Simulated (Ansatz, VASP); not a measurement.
# One calculation of HgTe (Coloradoite), two programs

The input INCAR:

```
ALGO = Normal
EDIFF = 1E-7
ENCUT = 520
GGA = PE
ISIF = 2
ISMEAR = -1
LASPH = True
LCHARG = False
LREAL = False
LWAVE = False
NBANDS = 16
NELM = 100
PREC = Accurate
SIGMA = 0.06
```

File KPOINTS:

```
k-points
0
Gamma
  4 4 4
```

POSCAR

```
HgTe
1.0
    0.0000000000      3.2145000000      3.2145000000
    3.2145000000      0.0000000000      3.2145000000
    3.2145000000      3.2145000000      0.0000000000
Hg Te
1 1
Direct
    0.0000000000      0.0000000000      0.0000000000
    0.7500000000      0.7500000000      0.7500000000
```

input.yaml

```yaml
crystal:
  lattice:
    - [0.0, 3.2145, 3.2145]
    - [3.2145, 0.0, 3.2145]
    - [3.2145, 3.2145, 0.0]
  atoms:
    - { symbol: Hg, position: [0.0, 0.0, 0.0] }
    - { symbol: Te, position: [0.75, 0.75, 0.75] }
kpoints:
  mp_grid: { grid: [4, 4, 4] }
scf:
  occupations: { method: fermi_dirac, width: 0.06 }
hamiltonian:
  xc: pbe
  pseudopotentials: { kind: all_electron, lapw: { basis_error: 0.002 } }
output:
  forces: true
  stress: true
  eigenvalues: true
```

Alike in both runs: task single point; functional PBE; k mesh 4 × 4 × 4; occupations fermi-dirac, width 0.06 eV; no spin polarisation.

|  | VASP | Ansatz |
| --- | --- | --- |
| version | VASP 6.6.1 | Ansatz 0.2.0 |
| potentials or method | VASP PAW PBE potentials, release 64 (Hg, Te) | all-electron LAPW, scalar-relativistic |
| plane-wave cutoff (eV) | 520 | see its input |

|  | VASP | Ansatz | Ansatz less VASP |
| --- | --- | --- | --- |
| gap on the k mesh at the Fermi level (eV) | none | none | - |
| pressure (GPa) | 5.1 | 5.0 | -0.09 |

A gap of «none» marks a metal or a gap that the smearing closes. Ansatz ran all-electron here, so the differences hold the error of VASP's frozen core and of both bases.

Caveats: the k mesh is coarse (spacing up to 0.42 Å⁻¹), so the values aren't converged; the k mesh is thin for a metal, which can move the energy by tens of meV per atom (Ansatz). The runs have no spin-orbit coupling, so splittings on Hg, Te are missing.
